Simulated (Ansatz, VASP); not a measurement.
One calculation of Eu, two programs

File INCAR:

```
SYSTEM = Eu
  PREC = Accurate
  ENCUT = 520
  EDIFF = 1E-7
  ISMEAR = -1
  SIGMA = 0.1
  LREAL = .FALSE.
  LASPH = .TRUE.
  NELM = 150
  ALGO = Normal
  ISIF = 2
  LWAVE = .FALSE.
  LCHARG = .TRUE.
  ISPIN = 2
  MAGMOM = 7
  LORBIT = 11
  LMAXMIX = 6
  GGA = PE
  LELF = .TRUE.
  LVHAR = .TRUE.
  NBANDS = 18
```

Contents of KPOINTS:

```
regular mesh
0
G
  11 11 11
  0 0 0
```

The input POSCAR:

```
Eu
1.0
    3.1117976201      0.0000000000      0.0000000000
    0.0000000000      3.1117976201      0.0000000000
    0.0000000000      0.0000000000      3.1117976201
Eu
1
Direct
    0.0000000000      0.0000000000      0.0000000000
```

Input for Ansatz:

```yaml
crystal:
  lattice:
    - [3.1117976201, 0.0, 0.0]
    - [0.0, 3.1117976201, 0.0]
    - [0.0, 0.0, 3.1117976201]
  atoms:
    - { symbol: Eu, position: [0.0, 0.0, 0.0], spin: 7.0 }
magnetization:
  spin_polarized: true
kpoints:
  mp_grid: { grid: [11, 11, 11] }
scf:
  occupations: { method: fermi_dirac, width: 0.1 }
hamiltonian:
  xc: pbe
  pseudopotentials: { kind: all_electron, lapw: { basis_error: 0.001 } }
output:
  forces: true
  stress: true
  eigenvalues: true
  populations: true
```

Change from the starting cell: volume scaled by 0.7, LAPW.

Alike in both runs: task single point; functional PBE; k mesh 11 × 11 × 11; occupations fermi-dirac, width 0.1 eV; collinear spin.

|  | VASP | Ansatz |
| --- | --- | --- |
| version | VASP 6.6.1 | Ansatz 0.2.0 |
| potentials or method | VASP PAW PBE potentials, release 64 (Eu) | all-electron LAPW, scalar-relativistic |
| plane-wave cutoff (eV) | 520 | see its input |

```csv
,VASP,Ansatz,Ansatz less VASP
pressure (GPa),7.0,7.3,+0.26
net moment per atom (μB),7.19,7.20,+0.005
size of the moment on the site where the two differ most (μB),6.70,7.01,+0.312
```

Site moments also hang on the region over which each program counts them. Ansatz ran all-electron here, so the differences hold the error of VASP's frozen core and of both bases.

Caveats: spin-orbit coupling is left out, which moves the levels of the heavy elements. The state reached can hang on the start; a lower one may exist.
